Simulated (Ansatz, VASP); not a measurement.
**Fe in VASP and in Ansatz**

Contents of INCAR:

```
SYSTEM = Fe
ALGO     = Normal         ! electronic algorithm
EDIFF    = 1E-6           ! SCF threshold, eV
ENCUT    = 520            ! plane-wave cutoff, eV
GGA      = CA             ! functional
ISIF     = 2              ! what is computed and relaxed
ISMEAR   = 0              ! smearing method
ISPIN    = 2              ! spin polarisation
LASPH    = .TRUE.         ! aspherical terms in the spheres
LCHARG   = .TRUE.         ! write CHGCAR
LELF     = .TRUE.         ! ELF
LMAXMIX  = 4              ! l up to which the mixer works
LORBIT   = 11             ! projections on sites
LREAL    = .FALSE.        ! projectors in reciprocal space
LVHAR    = .TRUE.       
LWAVE    = .FALSE.        ! write WAVECAR
MAGMOM   = 1.988          ! initial moments
NBANDS   = 14             ! bands
NELM     = 150            ! most SCF steps
PREC     = Accurate       ! precision mode
SIGMA    = 0.1            ! smearing width, eV
```

Contents of KPOINTS:

```
k-points
0
G
  16 16 16
  0 0 0
```

The input POSCAR:

```
Fe
1.0
   -1.3745984210      1.3745984210      1.3745984210
    1.3745984210     -1.3745984210      1.3745984210
    1.3745984210      1.3745984210     -1.3745984210
Fe
1
Direct
    0.0000000000      0.0000000000      0.0000000000
```

Input for Ansatz:

```yaml
crystal:
  lattice:
    - [-1.374598421, 1.374598421, 1.374598421]
    - [1.374598421, -1.374598421, 1.374598421]
    - [1.374598421, 1.374598421, -1.374598421]
  atoms:
    - { symbol: Fe, position: [0.0, 0.0, 0.0], spin: 1.988 }
hamiltonian:
  xc: lda
  pseudopotentials:
    kind: paw
    azcp:
      Fe: "pseudopotentials/Fe.paw.azcp"
basis:
  ecutwfc: 420
  fft_grid_basis: typed
kpoints:
  mp_grid: { grid: [16, 16, 16], shift: [0, 0, 0] }
magnetization:
  spin_polarized: true
scf:
  occupations: { method: gaussian, width: 0.1 }
  lower_state_search: "off"
output:
  stress: true
```

Alike in both runs: task single point; functional LDA; k mesh 16 × 16 × 16; occupations gaussian, width 0.1 eV; collinear spin.

```csv
,VASP,Ansatz
version,VASP 6.6.1,Ansatz 0.2.0
potentials or method,"VASP PAW LDA potentials, release 64 (Fe)","plane waves (420 eV) with PAW, scalar-relativistic"
plane-wave cutoff (eV),520,420
valence electrons in the cell,8,16
```

```tsv
	VASP	Ansatz	Ansatz less VASP
pressure (GPa)	-1.0	0.0	+1.00
net moment per atom (μB)	1.94	1.97	+0.036
size of the moment on the site where the two differ most (μB)	1.91	1.97	+0.067
```

Site moments also hang on the region over which each program counts them. The two sets of potentials don't hold the same shells in valence. Ansatz warned: «pseudo_functional_mismatch».
